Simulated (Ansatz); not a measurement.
# Resistance of the hcp Ti(0001) / hcp Zr(0001) interface, part 2 of 2

Wanted: 2AR for the hcp Ti(0001) / hcp Zr(0001) interface, at several levels.

Ansatz 0.2.0; Ansatz plane-wave DFT, PBE, PAW files; ballistic transport by layer matching (Landauer), zero bias; PAW set soft_1 (the session's first sound run).

So far, twice the interface resistance (2AR, or 2AR* for magnets) (fΩ m²): step 3 (resistance: PBE) 6.59; step 5 (least span asked of the mesh across the current 40 Å, PBE) 7.96; step 7 (LDA) 7.00; step 9 (r2SCAN) 5.52.

### Step 10. Transmission: PBE on the lower metal's lattice, k-mesh 15×15×1, in plane spacing 2.95 Å

The common lattice is now the lower metal's own, which puts all the misfit on the upper one. To save time only the energies from -0.06 to 0.06 eV are solved. The mesh is 48×48 and the cutoff, the files' own for this level, 420 eV.

This step: Ansatz plane-wave DFT, PBE, PAW files; ballistic transport by layer matching (Landauer), zero bias; PAW set soft_1 (Ansatz 0.2.0).

The cell differs from the one that the last finished run ended in (a 3.091 → 2.950 Å, b 3.091 → 2.950 Å, c 59.373 → 65.184 Å).

input.yaml

```yaml
crystal:
  lattice:
    - [2.95, 0.0, 0.0]
    - [-1.475, 2.5547749412, 0.0]
    - [0.0, 0.0, 65.1844213465]
  atoms:
    - { symbol: Ti, position: [0.0, 0.0, 0.0153410889] }
    - { symbol: Ti, position: [0.3333333333, 0.6666666667, 0.0512852601] }
    - { symbol: Ti, position: [0.0, 0.0, 0.0872294312] }
    - { symbol: Ti, position: [0.3333333333, 0.6666666667, 0.1231736024] }
    - { symbol: Ti, position: [0.0, 0.0, 0.1591177736] }
    - { symbol: Ti, position: [0.3333333333, 0.6666666667, 0.1950619448] }
    - { symbol: Ti, position: [0.0, 0.0, 0.231006116] }
    - { symbol: Ti, position: [0.3333333333, 0.6666666667, 0.2669502872] }
    - { symbol: Ti, position: [0.0, 0.0, 0.3028944584] }
    - { symbol: Ti, position: [0.3333333333, 0.6666666667, 0.3388386296] }
    - { symbol: Ti, position: [0.0, 0.0, 0.3747828008] }
    - { symbol: Ti, position: [0.3333333333, 0.6666666667, 0.410726972] }
    - { symbol: Zr, position: [0.0, 0.0, 0.4523936386] }
    - { symbol: Zr, position: [0.3333333333, 0.6666666667, 0.4997828008] }
    - { symbol: Zr, position: [0.0, 0.0, 0.5471719629] }
    - { symbol: Zr, position: [0.3333333333, 0.6666666667, 0.5945611251] }
    - { symbol: Zr, position: [0.0, 0.0, 0.6419502872] }
    - { symbol: Zr, position: [0.3333333333, 0.6666666667, 0.6893394493] }
    - { symbol: Zr, position: [0.0, 0.0, 0.7367286115] }
    - { symbol: Zr, position: [0.3333333333, 0.6666666667, 0.7841177736] }
    - { symbol: Zr, position: [0.0, 0.0, 0.8315069358] }
    - { symbol: Zr, position: [0.3333333333, 0.6666666667, 0.8788960979] }
    - { symbol: Zr, position: [0.0, 0.0, 0.9262852601] }
    - { symbol: Zr, position: [0.3333333333, 0.6666666667, 0.9736744222] }
kpoints:
  mp_grid: { grid: [15, 15, 1] }
hamiltonian:
  xc: pbe
  pseudopotentials: { kind: paw, azcp: { folder: soft_1 } }
scf:
  occupations: { method: fermi_dirac, width: 0.1 }
output:
  transmission:
    leads: [[5, 7], [17, 19]]
    kmesh: [48, 48]
    e_range: [-0.06, 0.06]
    de: 0.04
  write_potential: true
  write_density: true
  volumetric_format: npy
```

Command:

```console
$ ansatz run input.yaml --threads 4 --pin off --max-ram 15360MiB --backend cpu --events-out ev --progress --plain --runs-dir out
```

Wall time 97 s (4 threads of Arm Neoverse V1, shared host); peak memory 2.9 GiB; 6.2 min of CPU time.

Numbers from this step:

| Property | Result |
| --- | --- |
| free energy | -80200.3194 eV |
| energy at zero smearing | -80199.8998 eV |
| Fermi energy | 13.40 eV |
| cell area | 7.537 Å² |
| step of the lead's potential | 3.1 meV |
| step of the upper lead's potential | 11.9 meV |

Per spin. Table of transmission, zone mean by energy, zero at the Fermi level:

```csv
energy (eV),"transmission, zone mean"
-0.0600,0.0469
-0.0200,0.0473
0.0200,0.0396
0.0600,0.0542
```

Over the solved energies the transmission per spin lies between 0.0396 and 0.0542, out of 0.637 channels of the lead on average (up to 0.677).

### Step 11. Resistance: PBE on the lower metal's lattice

This step: Ansatz plane-wave DFT, PBE, PAW files; ballistic transport by layer matching (Landauer), zero bias; specific resistance of one interface, 1/T less the mean of the leads' 1/N; PAW set soft_1 (Ansatz 0.2.0).

Numbers from this step:

```
area resistance                                           : 17.90 fΩ m²
T over the leads' mean channel count                      : 0.1072
twice the interface resistance (2AR, or 2AR* for magnets) : 35.81 fΩ m²
```

Twice the interface resistance is 35.8 fΩ m² here, against 6.59 in the first run; 10.7 % of the two leads' mean channel count pass, 32.8 % before.

### Step 12. Transmission: PBE on the upper metal's lattice, k-mesh 13×13×1, in plane spacing 3.232 Å

And the upper metal's lattice, which puts it on the lower one. To save time only the energies from -0.06 to 0.06 eV are solved. The mesh is 44×44 and the cutoff, the files' own for this level, 420 eV.

This step: Ansatz plane-wave DFT, PBE, PAW files; ballistic transport by layer matching (Landauer), zero bias; PAW set soft_1 (Ansatz 0.2.0).

The cell differs from the one that the last finished run ended in (a 2.950 → 3.232 Å, b 2.950 → 3.232 Å, c 65.184 → 54.306 Å).

input.yaml

```yaml
crystal:
  lattice:
    - [3.232, 0.0, 0.0]
    - [-1.616, 2.798994105, 0.0]
    - [0.0, 0.0, 54.3056657635]
  atoms:
    - { symbol: Ti, position: [0.0, 0.0, 0.0184142849] }
    - { symbol: Ti, position: [0.3333333333, 0.6666666667, 0.0543584561] }
    - { symbol: Ti, position: [0.0, 0.0, 0.0903026273] }
    - { symbol: Ti, position: [0.3333333333, 0.6666666667, 0.1262467985] }
    - { symbol: Ti, position: [0.0, 0.0, 0.1621909697] }
    - { symbol: Ti, position: [0.3333333333, 0.6666666667, 0.1981351408] }
    - { symbol: Ti, position: [0.0, 0.0, 0.234079312] }
    - { symbol: Ti, position: [0.3333333333, 0.6666666667, 0.2700234832] }
    - { symbol: Ti, position: [0.0, 0.0, 0.3059676544] }
    - { symbol: Ti, position: [0.3333333333, 0.6666666667, 0.3419118256] }
    - { symbol: Ti, position: [0.0, 0.0, 0.3778559968] }
    - { symbol: Ti, position: [0.3333333333, 0.6666666667, 0.413800168] }
    - { symbol: Zr, position: [0.0, 0.0, 0.4554668347] }
    - { symbol: Zr, position: [0.3333333333, 0.6666666667, 0.5028559968] }
    - { symbol: Zr, position: [0.0, 0.0, 0.550245159] }
    - { symbol: Zr, position: [0.3333333333, 0.6666666667, 0.5976343211] }
    - { symbol: Zr, position: [0.0, 0.0, 0.6450234832] }
    - { symbol: Zr, position: [0.3333333333, 0.6666666667, 0.6924126454] }
    - { symbol: Zr, position: [0.0, 0.0, 0.7398018075] }
    - { symbol: Zr, position: [0.3333333333, 0.6666666667, 0.7871909697] }
    - { symbol: Zr, position: [0.0, 0.0, 0.8345801318] }
    - { symbol: Zr, position: [0.3333333333, 0.6666666667, 0.8819692939] }
    - { symbol: Zr, position: [0.0, 0.0, 0.9293584561] }
    - { symbol: Zr, position: [0.3333333333, 0.6666666667, 0.9767476182] }
kpoints:
  mp_grid: { grid: [13, 13, 1] }
hamiltonian:
  xc: pbe
  pseudopotentials: { kind: paw, azcp: { folder: soft_1 } }
scf:
  occupations: { method: fermi_dirac, width: 0.1 }
output:
  transmission:
    leads: [[5, 7], [17, 19]]
    kmesh: [44, 44]
    e_range: [-0.06, 0.06]
    de: 0.04
  write_potential: true
  write_density: true
  volumetric_format: npy
```

It took 1.7 min on 4 threads; peak memory 2.6 GiB.

This step gave:

| Property | Result |
| --- | --- |
| free energy | -80200.1353 eV |
| energy at zero smearing | -80199.6346 eV |
| Fermi energy | 13.46 eV |
| cell area | 9.046 Å² |
| step of the lead's potential | 1 meV |
| step of the upper lead's potential | 2.7 meV |

Per spin. Table of transmission, zone mean by energy, zero at the Fermi level:

```csv
energy (eV),"transmission, zone mean"
-0.0600,0.230
-0.0200,0.234
0.0200,0.256
0.0600,0.263
```

Over the solved energies the transmission per spin lies between 0.230 and 0.263, out of 1.05 channels of the lead on average (up to 1.08).

### Step 13. Resistance: PBE on the upper metal's lattice

This step: Ansatz plane-wave DFT, PBE, PAW files; ballistic transport by layer matching (Landauer), zero bias; specific resistance of one interface, 1/T less the mean of the leads' 1/N; PAW set soft_1 (Ansatz 0.2.0).

This step gave:

| Quantity | Value |
| --- | --- |
| area resistance | 3.336 fΩ m² |
| T over the leads' mean channel count | 0.2840 |
| twice the interface resistance (2AR, or 2AR* for magnets) | 6.672 fΩ m² |

Twice the interface resistance is 6.67 fΩ m² here, against 6.59 in the first run; 28.4 % of the two leads' mean channel count pass, 32.8 % before.

### Step 14. Summary of results

| Quantity | Value |
| --- | --- |
| 2AR, PBE | 6.59 fΩ m² |
| 2AR, LDA | 7.00 fΩ m² |
| 2AR, r2SCAN | 5.52 fΩ m² |
| 2AR, PBE on the lower metal's lattice | 35.8 fΩ m² |
| 2AR, PBE on the upper metal's lattice | 6.67 fΩ m² |

In words: One interface gives 2AR = 6.59 fΩ m² (PBE). The functionals span 5.52 to 7.00 fΩ m². A mesh a third as fine gives 7.96 against 6.59 fΩ m². The misfit of 9.1 % is shared out in plane at constant volume, which leaves both metals far from their own cubic or hexagonal shape; the values belong to these strained forms. With a misfit of 9.1 %, the choice of the common lattice gives 35.8 on the lower metal's and 6.67 fΩ m² on the upper one's. The formula assumes diffuse scattering between interfaces; layers sit on ideal sites at each metal's own atomic volume.

[Logs are printed without paths, hosts, clocks, repeated set-up lines and the standing remarks that a program may print on its own settings, such as how far it seeks lower states.]

[Hosts, paths, dates, database ids (printed as entryN), source tags and the programs' standing remarks are cut or masked in the printed files.]
